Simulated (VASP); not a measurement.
Set up this calculation in VASP 6.6.1, as the native input.

```
Task                   : relaxation of cell and atoms
Functional             : PBE
Potentials or basis    : VASP PAW PBE potentials, release 64 (Ni, O)
Cutoff                 : 520 eV
k mesh                 : 15 × 15 × 15
Occupations            : gaussian, width 0.02 eV
Spin                   : no spin polarisation
Further INCAR settings : ALGO = Fast; EDIFF = 1e-07; IBRION = 2; EDIFFG = -0.002; NSW = 80; ISIF = 3
```

The structure of NiO lies in POSCAR:

```
NiO
1.0
    1.4381403700      0.8303107300      2.3308059600
   -1.4381403700      0.8303107300      2.3308059600
    0.0000000000     -1.6606214600      2.3308059600
Ni O
1 1
Direct
    1.0000000000      0.0000000000      0.0000000000
    0.5000000000      0.5000000000      0.5000000000
```

The cell was built by a generator and needn't be a form met in nature.

The input as run:

INCAR

```
  PREC = Accurate
  ENCUT = 520
  EDIFF = 1E-7
  ISMEAR = 0
  SIGMA = 0.02
  LREAL = F
  LASPH = T
  NELM = 100
  ALGO = Fast
  ISIF = 3
  LWAVE = F
  LCHARG = F
  GGA = PE
  IBRION = 2
  NSW = 80
  EDIFFG = -0.002
```

KPOINTS

```
Automatic mesh
0
Gamma
  15 15 15
```

Potentials or basis: VASP PAW PBE potentials, release 64 (Ni, O).

Launch:

```sh
$ cat potpaw_PBE.64/Ni/POTCAR potpaw_PBE.64/O/POTCAR > POTCAR
$ mpirun -np 1 vasp_std > vasp.out
```

It gave:

```json
{
 "Relaxed volume": "9.00 Å³/atom",
 "Relaxed cell": "a = 2.941 Å, b = 2.941 Å, c = 2.941 Å, α = 60.02°, β = 60.02°, γ = 60.02°",
 "Space group after relaxing (to 0.05 Å)": "Fm-3m (No. 225)",
 "Energy gained by relaxing": "35.5 meV/atom",
 "Ionic steps": "9",
 "Pressure after relaxing": "0.0 GPa",
 "Band gap on the k mesh": "none (metal or under the smearing width)"
}
```

Caveat: the run has no spin polarisation, though such a crystal can be magnetic; semilocal functionals often make such compounds metallic where correlation or magnetic order opens a gap, which also shifts bond lengths.

It took 4.7 min on 1 thread of Intel(R) Xeon(R) Platinum 8259CL CPU @ 2.50GHz (Skylake/Cascade Lake), on a shared host, peak memory 0.22 GiB.
